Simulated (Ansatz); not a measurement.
The system is Ta2N.

```
Ta N
1.0
     3.11286    0.00000    0.00000
    -1.55643    2.69582    0.00000
     0.00000    0.00000    4.86984
Ta N
2 1
Cartesian
  0.0000 1.7972 1.2404
  1.5564 0.8986 3.6294
  0.0000 0.0000 0.0000
```

The cell comes from a database or a generator and needn't be the stable form of this composition.

- Program: Ansatz 0.2.0
- Task: relaxation of cell and atoms
- Functional: RPBE
- Dispersion: D3(BJ)
- Potentials or basis: Ansatz PAW
- Cutoff: 420 eV (not typed: the program's choice for these potentials)
- k mesh: 10 × 10 × 6
- Occupations: fermi-dirac, width 0.05 eV
- Spin: no spin polarisation

At the start: volume 13.62 Å³/atom.

**Question.** How do energy, volume and symmetry change on relaxing?

**Answer.** It ends after 8 steps and the volume is 11.92 Å³/atom (-12.5 %); space group P-3m1 (No. 164, to 0.05 Å).

Step by step:
| step | energy change (eV) | largest force (eV/Å) | volume (Å³) |
| --- | --- | --- | --- |
| 1 | 0.0000 | 0.0527 | 40.87 |
| 2 | -0.6149 | 1.9431 | 35.29 |
| 3 | -0.7028 | 0.2553 | 35.93 |
| 4 | -0.7057 | 0.0150 | 35.79 |
| 5 | -0.7058 | 0.0014 | 35.78 |
| 6 | -0.7012 | 0.0012 | 35.78 |
| 7 | -0.7013 | 0.0015 | 35.75 |
| 8 | -0.7012 | 0.0014 | 35.75 |

Final structure:
```
Ta N
1.0
     2.95311    0.00000    0.00000
    -1.47656    2.55747    0.00000
     0.00000    0.00000    4.73385
Ta N
2 1
Direct
  0.33333 0.66667 0.26010
  0.66667 0.33333 0.73990
  0.00000 0.00000 0.00000
```

Caveat: the plane-wave basis is chosen anew once the cell has moved, so the energies of steps on either side of that aren't comparable; pairwise dispersion overbinds metals, which lowers pressure and volume; the PAW data sets come from PBE, with cores solved anew for the run's functional, which leaves a small shift of forces and pressure.
